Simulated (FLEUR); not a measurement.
Runs of FLEUR MaX-R8.1 (later development tree) on C. The structure is cubic, space group Fd-3m (No. 227). The conventional cell has a = 3.567 Å, b = 3.567 Å, c = 3.567 Å, α = 90.00°, β = 90.00°, γ = 90.00°. Around C (site symmetry -43m) lie 4 C at 1.54 Å. This isn't the form of C at room conditions, which is graphite.

```csv
task,level,gmax,muffin-tin radii,max iterations,mixing factor,mixer,kmax,gap on the mesh (eV),V0 of scaled cells (Å³/atom),B0 (GPa)
equation of state,LDA,16.6 1/bohr,C 1.31 bohr,-,-,-,5.34 1/bohr,-,(a),468
equation of state,LDA (Wigner correlation),16.6 1/bohr,C 1.31 bohr,-,-,-,5.34 1/bohr,-,5.68,439
band structure,LDA (Wigner correlation),16.1 1/bohr,C 1.35 bohr,60,0.05,Anderson,5.19 1/bohr,4.04,-,-
band structure,Wu-Cohen GGA,16.1 1/bohr,C 1.35 bohr,60,0.05,Anderson,5.19 1/bohr,(b),-,-
equation of state,Wu-Cohen GGA,16.6 1/bohr,C 1.31 bohr,-,-,-,5.34 1/bohr,-,5.61,450
band structure,LDA,16.1 1/bohr,C 1.35 bohr,60,0.05,Anderson,5.19 1/bohr,4.11,-,-
```

Alike in all rows: potentials or basis all-electron, FLAPW; no spin polarisation; cell as given; k mesh 13 × 13 × 13; smearing fermi-dirac 0.05 eV.

Problem. Fill in the values left out.

Solution. (a) 5.51; (b) 4.07.

The runs were made with more than one version of the program.

Runs at the PBE level aren't shown here.
